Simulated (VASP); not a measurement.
# PbO (Pbcm) in VASP: Born charges and dielectric tensor with LDA

Aim: the Born charges and dielectric tensor of PbO with LDA.

All numbers are computed with VASP 6.6.1; they aren't measurements. Logs are shortened: lines on timing, memory, paths and dates and some standing lists are left out, and cuts for length are marked.

### Step 1. The structure

Symmetry: Pbcm, No. 57, orthorhombic system. The conventional cell has a = 5.782 Å, b = 5.413 Å, c = 4.646 Å, α = 90.00°, β = 90.00°, γ = 90.00°. Around Pb (site symmetry m) lie 4 O at 2.22 to 2.43 Å. O (site symmetry m) has 4 Pb at 2.22 to 2.43 Å as nearest neighbours.

The cell is a database's computed one.

### Step 2. Born charges and dielectric tensor, LDA

Input file INCAR:

```
SYSTEM = PbO
  PREC = Accurate
  ENCUT = 600
  EDIFF = 1E-8
  ISMEAR = 0
  SIGMA = 0.02
  LREAL = .False.
  LASPH = .True.
  NELM = 80
  ALGO = Normal
  ISIF = 2
  LWAVE = .False.
  LCHARG = .False.
  LEPSILON = .True.
  IBRION = 8
  NSW = 1
```

Input file KPOINTS:

```
regular mesh
0
Gamma
  2 2 4
  0 0 0
```

Input file POSCAR:

```
PbO
1.0
    5.7819200000      0.0000000000      0.0000000000
    0.0000000000      5.4132600000      0.0000000000
    0.0000000000      0.0000000000      4.6463400000
Pb O
4 4
Direct
    0.2357600000      0.0069400000      0.7500000000
    0.7642400000      0.9930600000      0.2500000000
    0.7642400000      0.5069400000      0.7500000000
    0.2357600000      0.4930600000      0.2500000000
    0.8621800000      0.9091400000      0.7500000000
    0.1378200000      0.0908600000      0.2500000000
    0.1378200000      0.4091400000      0.7500000000
    0.8621800000      0.5908600000      0.2500000000
```

Potentials or basis: VASP PAW LDA potentials, release 64 (Pb_d, O).

Started as:

```sh
$ cat potpaw_LDA.64/Pb_d/POTCAR potpaw_LDA.64/O/POTCAR > POTCAR
$ mpirun -np 1 vasp_std > vasp.out
```

OUTCAR:

```text
SYSTEM = PbO
   PREC = Accurate
   ENCUT = 600
   EDIFF = 1E-8
   ISMEAR = 0
   LREAL = .False.
   LASPH = .True.
   NELM = 80
   ISIF = 2
   LEPSILON = .True.
   IBRION = 8
   NSW = 1

 ion  position               nearest neighbor table
   1  0.236  0.007  0.750-   5 2.22   7 2.25   6 2.43   6 2.43   4 3.51   4 3.51   2 3.58   2 3.58
                             4 3.62   4 3.62   2 3.84   2 3.84   3 3.84   3 3.84   3 4.08   3 4.08
   2  0.764  0.993  0.250-   6 2.22   8 2.25   5 2.43   5 2.43   3 3.51   3 3.51   1 3.58   1 3.58
                             3 3.62   3 3.62   1 3.84   1 3.84   4 3.84   4 3.84   4 4.08   4 4.08
   3  0.764  0.507  0.750-   7 2.22   5 2.25   8 2.43   8 2.43   2 3.51   2 3.51   4 3.58   4 3.58
                             2 3.62   2 3.62   4 3.84   4 3.84   1 3.84   1 3.84   1 4.08   1 4.08
   4  0.236  0.493  0.250-   8 2.22   6 2.25   7 2.43   7 2.43   1 3.51   1 3.51   3 3.58   3 3.58
                             1 3.62   1 3.62   3 3.84   3 3.84   2 3.84   2 3.84   2 4.08   2 4.08
   5  0.862  0.909  0.750-   1 2.22   3 2.25   2 2.43   2 2.43
   6  0.138  0.091  0.250-   2 2.22   4 2.25   1 2.43   1 2.43
   7  0.138  0.409  0.750-   3 2.22   1 2.25   4 2.43   4 2.43
   8  0.862  0.591  0.250-   4 2.22   2 2.25   3 2.43   3 2.43

  LATTYP: Found a simple orthorhombic cell.
 ALAT       =     4.6463400000
 B/A-ratio  =     1.1650589496
 C/A-ratio  =     1.2444031216

  Lattice vectors:

 A1 = (   0.0000000000,   0.0000000000,  -4.6463400000)
 A2 = (   0.0000000000,   5.4132600000,   0.0000000000)
 A3 = (   5.7819200000,   0.0000000000,   0.0000000000)

Analysis of symmetry for initial positions (statically):
=====================================================================
 Subroutine PRICEL returns:
 Original cell was already a primitive cell.

 Routine SETGRP: Setting up the symmetry group for a
 simple orthorhombic supercell.

[... 948 lines left out ...]
  1X   -11.567115    1.418112    0.000000    2.343456   -0.199970    0.000000    1.000689    0.580588    0.000000   -0.952758   -0.094786    0.000000    5.656535    0.295810    0.000000    1.759181   -0.489156    0.000000    1.758437   -1.096873    0.000000    0.001575   -0.413726    0.000000
  1Y     1.437184   -8.557266    0.000000   -0.229051   -0.277820    0.000000   -0.564301    1.405064    0.000000    0.062511    2.553168    0.000000    0.713994    0.402087    0.000000   -0.633106    1.086358    0.000000   -1.001422    3.709050    0.000000    0.214192   -0.320640    0.000000
  1Z     0.000000    0.000000   -3.513088    0.000000    0.000000    1.237042   -0.000000    0.000000   -0.116590    0.000000    0.000000    1.700758    0.000000    0.000000    0.295703   -0.000000    0.000000    0.465481    0.000000    0.000000   -0.019830    0.000000    0.000000   -0.049476
  2X     2.343456   -0.199970    0.000000  -11.567115    1.418112    0.000000   -0.952758   -0.094786    0.000000    1.000689    0.580588    0.000000    1.759181   -0.489156    0.000000    5.656535    0.295810    0.000000    0.001575   -0.413726    0.000000    1.758437   -1.096873    0.000000
  2Y    -0.229051   -0.277820    0.000000    1.437184   -8.557266    0.000000    0.062511    2.553168    0.000000   -0.564301    1.405064    0.000000   -0.633106    1.086358    0.000000    0.713994    0.402087    0.000000    0.214192   -0.320640    0.000000   -1.001422    3.709050    0.000000
  2Z     0.000000    0.000000    1.237042    0.000000    0.000000   -3.513088    0.000000    0.000000    1.700758   -0.000000    0.000000   -0.116590   -0.000000    0.000000    0.465481    0.000000    0.000000    0.295703    0.000000    0.000000   -0.049476    0.000000    0.000000   -0.019830
  3X     1.000689   -0.580588    0.000000   -0.952758    0.094786    0.000000  -11.567115   -1.418112    0.000000    2.343456    0.199970    0.000000    1.758437    1.096873    0.000000    0.001575    0.413726    0.000000    5.656535   -0.295810    0.000000    1.759181    0.489156    0.000000
  3Y     0.564301    1.405064    0.000000   -0.062511    2.553168    0.000000   -1.437184   -8.557266    0.000000    0.229051   -0.277820    0.000000    1.001422    3.709050    0.000000   -0.214192   -0.320640    0.000000   -0.713994    0.402087    0.000000    0.633106    1.086358    0.000000
  3Z     0.000000    0.000000   -0.116590   -0.000000    0.000000    1.700758    0.000000    0.000000   -3.513088    0.000000    0.000000    1.237042   -0.000000    0.000000   -0.019830    0.000000    0.000000   -0.049476   -0.000000    0.000000    0.295703    0.000000    0.000000    0.465481
  4X    -0.952758    0.094786    0.000000    1.000689   -0.580588    0.000000    2.343456    0.199970    0.000000  -11.567115   -1.418112    0.000000    0.001575    0.413726    0.000000    1.758437    1.096873    0.000000    1.759181    0.489156    0.000000    5.656535   -0.295810    0.000000
  4Y    -0.062511    2.553168    0.000000    0.564301    1.405064    0.000000    0.229051   -0.277820    0.000000   -1.437184   -8.557266    0.000000   -0.214192   -0.320640    0.000000    1.001422    3.709050    0.000000    0.633106    1.086358    0.000000   -0.713994    0.402087    0.000000
  4Z    -0.000000    0.000000    1.700758    0.000000    0.000000   -0.116590    0.000000    0.000000    1.237042    0.000000    0.000000   -3.513088    0.000000    0.000000   -0.049476   -0.000000    0.000000   -0.019830    0.000000    0.000000    0.465481   -0.000000    0.000000    0.295703
  5X     5.631359    0.705997    0.000000    1.771619   -0.636089    0.000000    1.750002    1.011197    0.000000    0.030656   -0.209484    0.000000   -8.345297   -1.372255    0.000000    0.260849    0.277853    0.000000   -0.488887    0.208170    0.000000   -0.610302    0.014611    0.000000
  5Y     0.346500    0.412002    0.000000   -0.537354    1.103506    0.000000    1.153929    3.700974    0.000000    0.371698   -0.335876    0.000000   -1.380504   -6.910182    0.000000    0.277815    0.140814    0.000000   -0.216960    1.440910    0.000000   -0.015124    0.447852    0.000000
  5Z    -0.000000    0.000000    0.299472    0.000000    0.000000    0.461790    0.000000    0.000000   -0.009655    0.000000    0.000000   -0.044451    0.000000    0.000000   -4.466729    0.000000    0.000000    1.393291   -0.000000    0.000000    0.077365    0.000000   -0.000000    2.288916
  6X     1.771619   -0.636089    0.000000    5.631359    0.705997    0.000000    0.030656   -0.209484    0.000000    1.750002    1.011197    0.000000    0.260849    0.277853    0.000000   -8.345297   -1.372255    0.000000   -0.610302    0.014611    0.000000   -0.488887    0.208170    0.000000
  6Y    -0.537354    1.103506    0.000000    0.346500    0.412002    0.000000    0.371698   -0.335876    0.000000    1.153929    3.700974    0.000000    0.277815    0.140814    0.000000   -1.380504   -6.910182    0.000000   -0.015124    0.447852    0.000000   -0.216960    1.440910    0.000000
  6Z     0.000000    0.000000    0.461790   -0.000000    0.000000    0.299472    0.000000    0.000000   -0.044451    0.000000    0.000000   -0.009655    0.000000    0.000000    1.393291    0.000000    0.000000   -4.466729    0.000000   -0.000000    2.288916   -0.000000    0.000000    0.077365
  7X     1.750002   -1.011197    0.000000    0.030656    0.209484    0.000000    5.631359   -0.705997    0.000000    1.771619    0.636089    0.000000   -0.488887   -0.208170    0.000000   -0.610302   -0.014611    0.000000   -8.345297    1.372255    0.000000    0.260849   -0.277853    0.000000
  7Y    -1.153929    3.700974    0.000000   -0.371698   -0.335876    0.000000   -0.346500    0.412002    0.000000    0.537354    1.103506    0.000000    0.216960    1.440910    0.000000    0.015124    0.447852    0.000000    1.380504   -6.910182    0.000000   -0.277815    0.140814    0.000000
  7Z     0.000000    0.000000   -0.009655    0.000000    0.000000   -0.044451    0.000000    0.000000    0.299472   -0.000000    0.000000    0.461790    0.000000    0.000000    0.077365    0.000000   -0.000000    2.288916    0.000000    0.000000   -4.466729   -0.000000    0.000000    1.393291
  8X     0.030656    0.209484    0.000000    1.750002   -1.011197    0.000000    1.771619    0.636089    0.000000    5.631359   -0.705997    0.000000   -0.610302   -0.014611    0.000000   -0.488887   -0.208170    0.000000    0.260849   -0.277853    0.000000   -8.345297    1.372255    0.000000
  8Y    -0.371698   -0.335876    0.000000   -1.153929    3.700974    0.000000    0.537354    1.103506    0.000000   -0.346500    0.412002    0.000000    0.015124    0.447852    0.000000    0.216960    1.440910    0.000000   -0.277815    0.140814    0.000000    1.380504   -6.910182    0.000000
  8Z     0.000000    0.000000   -0.044451    0.000000    0.000000   -0.009655   -0.000000    0.000000    0.461790    0.000000    0.000000    0.299472    0.000000   -0.000000    2.288916    0.000000    0.000000    0.077365   -0.000000    0.000000    1.393291    0.000000    0.000000   -4.466729

 Eigenvectors and eigenvalues of the dynamical matrix
 ----------------------------------------------------

   1 f  =   12.846893 THz    80.719407 2PiTHz  428.526210 cm-1    53.130455 meV
             X         Y         Z           dx          dy          dz
      1.363145  0.037568  3.484755     0.111840   -0.023346   -0.000000
      4.418775  5.375692  1.161585     0.111840   -0.023346    0.000000
      4.418775  2.744198  3.484755     0.111840    0.023346    0.000000
      1.363145  2.669062  1.161585     0.111840    0.023346    0.000000
      4.985056  4.921411  3.484755    -0.402626   -0.273568    0.000000
      0.796864  0.491849  1.161585    -0.402626   -0.273568    0.000000
      0.796864  2.214781  3.484755    -0.402626    0.273568   -0.000000
      4.985056  3.198479  1.161585    -0.402626    0.273568   -0.000000
[... 243 lines left out ...]
  24 f/i=    0.009514 THz     0.059775 2PiTHz    0.317338 cm-1     0.039345 meV
             X         Y         Z           dx          dy          dz
      1.363145  0.037568  3.484755     0.000000    0.000000   -0.482117
      4.418775  5.375692  1.161585     0.000000    0.000000   -0.482117
      4.418775  2.744198  3.484755     0.000000    0.000000   -0.482117
      1.363145  2.669062  1.161585     0.000000    0.000000   -0.482117
      4.985056  4.921411  3.484755     0.000000    0.000000   -0.132525
      0.796864  0.491849  1.161585     0.000000    0.000000   -0.132525
      0.796864  2.214781  3.484755     0.000000    0.000000   -0.132525
      4.985056  3.198479  1.161585     0.000000    0.000000   -0.132525

--------------------------------------------------------------------------------------------------------

 MACROSCOPIC STATIC DIELECTRIC TENSOR IONIC CONTRIBUTION
 ------------------------------------------------------
           3.908587    -0.000000    -0.000000
          -0.000000     8.778851    -0.000000
          -0.000000    -0.000000    86.020134
 ------------------------------------------------------

 ELASTIC MODULI CONTR FROM IONIC RELAXATION (kBar)
 Direction    XX          YY          ZZ          XY          YZ          ZX
 --------------------------------------------------------------------------------
 XX       -1454.8319   -367.9504   -425.4981      0.0000      0.0000     -0.0000
 YY        -367.9504  -1232.2763   -310.5209      0.0000     -0.0000     -0.0000
 ZZ        -425.4981   -310.5209   -515.5315      0.0000      0.0000     -0.0000
 XY           0.0000      0.0000      0.0000   -329.7573     -0.0000     -0.0000
 YZ           0.0000     -0.0000      0.0000     -0.0000    -61.2763     -0.0000
 ZX          -0.0000     -0.0000     -0.0000     -0.0000     -0.0000   -246.9699
 --------------------------------------------------------------------------------

 PIEZOELECTRIC TENSOR IONIC CONTR  for field in x, y, z        (C/m^2)
          XX          YY          ZZ          XY          YZ          ZX
  --------------------------------------------------------------------------------
  x     0.00000    -0.00000    -0.00000     0.00000     0.00000     0.00000
  y     0.00000     0.00000     0.00000    -0.00000     0.00000    -0.00000
  z    -0.00000    -0.00000    -0.00000    -0.00000     0.00000     0.00000
```

Run time: 29 min. Hardware: 1 thread of Intel Xeon Platinum 8488C (Sapphire Rapids), shared host; peak memory 0.52 GiB.

Results:

* Band gap on the k mesh: 2.24 eV, indirect (least direct gap 2.63 eV)
* Electronic dielectric tensor (diagonal): 7.10, 7.15, 7.64
* Born charges (mean of the diagonal): Pb +2.99; O -2.99 e
* Highest phonon frequency at Γ, LO-TO splitting left out: 429 cm⁻¹

Phonon frequencies in cm⁻¹ (negative: imaginary):
```
              q point                                                                          frequencies
(0.000, 0.000, 0.000)  0 0 0 62 65 70 71 90 93 103 114 127 145 249 294 304 306 336 360 364 370 402 421 429
```

Electronic dielectric tensor:
```
7.10 0.00 0.00
0.00 7.15 0.00
0.00 0.00 7.64
```

Born effective charge tensors (e):
atom 1, Pb
```
 2.68 -0.31  0.00
 0.02  2.80  0.00
 0.00  0.00  3.48
```
atom 2, Pb
```
 2.68 -0.31  0.00
 0.02  2.80  0.00
 0.00  0.00  3.48
```
atom 3, Pb
```
 2.68  0.31  0.00
-0.02  2.80  0.00
 0.00  0.00  3.48
```
atom 4, Pb
```
 2.68  0.31  0.00
-0.02  2.80  0.00
 0.00  0.00  3.48
```
atom 5, O
```
-2.68 -0.45  0.00
-0.88 -2.80  0.00
 0.00  0.00 -3.48
```
atom 6, O
```
-2.68 -0.45  0.00
-0.88 -2.80  0.00
 0.00  0.00 -3.48
```
atom 7, O
```
-2.68  0.45  0.00
 0.88 -2.80  0.00
 0.00  0.00 -3.48
```
atom 8, O
```
-2.68  0.45  0.00
 0.88 -2.80  0.00
 0.00  0.00 -3.48
```

Caveat: the k mesh is coarse (spacing up to 0.58 Å⁻¹), so the values aren't converged; spin-orbit coupling is left out, which as a rule narrows the gap of such compounds by several tenths of an eV. A k mesh can miss the band edges.
